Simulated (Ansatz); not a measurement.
# Calculated field gradients at the nuclei for Te2Mo at a changed volume

The cell is an entry of the Crystallography Open Database (COD), relaxed with PBE at fixed cell and then changed (volume scaled by 1.04, ions relaxed).

```cif
data_Te2Mo
_symmetry_space_group_name_H-M 'P2_1/m'
_symmetry_Int_Tables_number 11
_cell_length_a 6.4133
_cell_length_b 3.5146
_cell_length_c 14.0424
_cell_angle_alpha 90.000
_cell_angle_beta 93.917
_cell_angle_gamma 90.000
loop_
_atom_site_label
_atom_site_type_symbol
_atom_site_symmetry_multiplicity
_atom_site_Wyckoff_symbol
_atom_site_fract_x
_atom_site_fract_y
_atom_site_fract_z
Te1 Te 2 e 0.5576 0.7500 0.3533
Te3 Te 2 e 0.5874 0.2500 0.1020
Te5 Te 2 e 0.0973 0.7500 0.1470
Te7 Te 2 e 0.0556 0.2500 0.3978
Mo9 Mo 2 e 0.3209 0.7500 0.5067
Mo11 Mo 2 e 0.1812 0.2500 0.0075
```

One atom of each set is listed.

The numbers come from a DFT calculation in Ansatz (PBE, plane waves and PAW, scalar-relativistic, 420 eV cutoff, Γ-centred 7×13×4 k-points, Fermi–Dirac smearing 0.05 eV).

Conventions: |V_zz| ≥ |V_yy| ≥ |V_xx|, η = (V_xx − V_yy)/V_zz, C_Q = eQV_zz/h. ν_Q = 3|C_Q|/[2I(2I − 1)].

97Mo: I = 5/2, Q = 255.0 mb. Quadrupole moments are those of Pyykkö's year-2017 table.

```tsv
site	atoms	first shell	C_Q (MHz)	η	ν_Q (MHz)
Mo9	2	6 Te at 2.71–2.84 Å, 2 Mo at 2.91 Å	-47.1	0.77	7.06
Mo11	2	6 Te at 2.71–2.84 Å, 2 Mo at 2.91 Å	-48.0	0.76	7.20
```

Te has no stable isotope with a ground-state quadrupole moment in the table, so these sites are left out.

The run finds no gap above 0.1 eV (a metal, or nearly one), so the gradients can move by 10 % or more with the k-mesh. Without spin–orbit coupling the gradients at and beside Te can be off by some per cent, at some sites by more.
